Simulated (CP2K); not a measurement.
Ir under changes of volume

One of the cells (14.059 Å³/atom); the others are scaled copies at fixed shape and fractional positions:

```
Ir
1.0
     2.70907    0.00000    0.00000
     1.35453    2.34612    0.00000
     1.35453    0.78204    2.21194
Ir
1
Cartesian
  0.0000 0.0000 0.0000
```

- Program: CP2K 2026.2
- Functional: r2SCAN
- Potentials or basis: POTENTIAL_UZH Ir GTH-SCAN-q17; TZVP-MOLOPT-SCAN-GTH basis
- Density cutoff: 9184 eV
- k mesh: 12 × 12 × 12
- Occupations: fermi-dirac, width 0.1 eV
- Spin: no spin polarisation

```tsv
volume (Å³/atom)	energy over the lowest point (meV/atom)	pressure (GPa)
13.215	46.90	24.2
13.496	14.50	13.4
13.778	0.00	3.8
14.059	1.46	-4.8
14.340	?	?
14.621	45.59	-19.2
14.902	85.37	-25.3
```

What does the run at 14.340 Å³/atom give?

Energy over the lowest point 17.17 meV/atom; pressure -12.4 GPa.

Worked out: A Birch-Murnaghan fit of order 3 (a polynomial in V^(-2/3)) to the other rows has its minimum at 13.89 Å³/atom with B0 = V·E''(V) = 429 GPa and B' = 4.6. It gives 17.17 meV/atom at 14.340 Å³/atom, against the run's 17.17, and -dE/dV = -12.7 GPa, against -12.4.

Energies are extrapolated to zero smearing.

Caveats: the basis of atomic orbitals isn't converged, which shifts pressures, moduli and gaps.
